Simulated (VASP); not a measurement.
A run of VASP 6.6.1 is set up as follows.

Contents of INCAR:

```
SYSTEM = LiCl
  ALGO = Normal
  EDIFF = 1E-7
  ENCUT = 520
  GGA = PS
  ISIF = 2
  ISMEAR = -1
  LASPH = .True.
  LCHARG = .False.
  LREAL = .False.
  LWAVE = .False.
  NBANDS = 12
  NELM = 60
  PREC = Accurate
  SIGMA = 0.05
```

Contents of KPOINTS:

```
k-points
0
Gamma
  9 9 9
  0 0 0
```

File POSCAR:

```
LiCl
1.0
    0.0000000000      2.5647700000      2.5647700000
    2.5647700000      0.0000000000      2.5647700000
    2.5647700000      2.5647700000      0.0000000000
Cl Li
1 1
Direct
    0.5000000000      0.5000000000      0.5000000000
    0.0000000000      0.0000000000      0.0000000000
```

Potentials or basis: VASP PAW PBE potentials, release 64 (Cl, Li_sv).

Command:

```console
$ cat potpaw_PBE.64/Cl/POTCAR potpaw_PBE.64/Li_sv/POTCAR > POTCAR
$ mpirun -np 1 vasp_std > vasp.out
```

Question: Estimate the band gap on the k mesh.

Answer: 6.14 eV, direct.

Caveat: an odd mesh through Γ misses points on the zone boundary, where band edges often lie.
